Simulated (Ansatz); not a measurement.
# In: the cost of one run

Program: Ansatz 0.2.0. Level of theory: reference: DFT r2SCAN, plane waves, PAW, scalar-relativistic, no spin polarisation. These are calculated values, not measurements.

1 further run of the same task is left out (it didn't finish).

## 1. The structure to begin with

The structure is tetragonal, space group I4/mmm (No. 139). Conventional cell: a = 3.187 Å, b = 3.187 Å, c = 4.889 Å, α = 90.00°, β = 90.00°, γ = 90.00°. In (site symmetry 4/mmm) is surrounded by 12 In at 3.19 to 3.32 Å.

As a file:

```cif
data_structure
_symmetry_space_group_name_H-M 'P 1'
_symmetry_Int_Tables_number 1
_cell_length_a 3.3248
_cell_length_b 3.3248
_cell_length_c 3.3248
_cell_angle_alpha 122.723
_cell_angle_beta 122.723
_cell_angle_gamma 85.344
_cell_volume 24.83
loop_
_atom_site_label
_atom_site_type_symbol
_atom_site_fract_x
_atom_site_fract_y
_atom_site_fract_z
_atom_site_occupancy
In1 In 0.00000 0.00000 0.00000 1
```

## 2. The reference run

input.yaml

```yaml
crystal:
  lattice:
    - [-1.59349215, 1.59349215, 2.44451113]
    - [1.59349215, -1.59349215, 2.44451113]
    - [1.59349215, 1.59349215, -2.44451113]
  atoms:
    - { symbol: In, position: [0.0, 0.0, 0.0] }
  symmetry: { tolerance: 0.0003 }
kpoints:
  mp_grid: { grid: [8, 8, 8], shift: [0, 0, 0] }
magnetization:
  spin_polarized: false
scf:
  occupations: { method: fermi_dirac, width: 0.0438 }
hamiltonian:
  pseudopotentials: { kind: paw }
  xc: r2scan
basis:
  ecutwfc: 500
output:
  forces: true
  stress: true
  eigenvalues: true
```

Started as:

```bash
$ ansatz run input.yaml --threads 1 --pin off --max-ram 2560MiB --backend cpu --events-out ev --progress --plain --runs-dir out
```

Q: Estimate wall time and peak memory on 1 thread of Intel Xeon Platinum 8488C (Sapphire Rapids), shared host.

About 1.9 s, with a peak of 0.41 GiB.
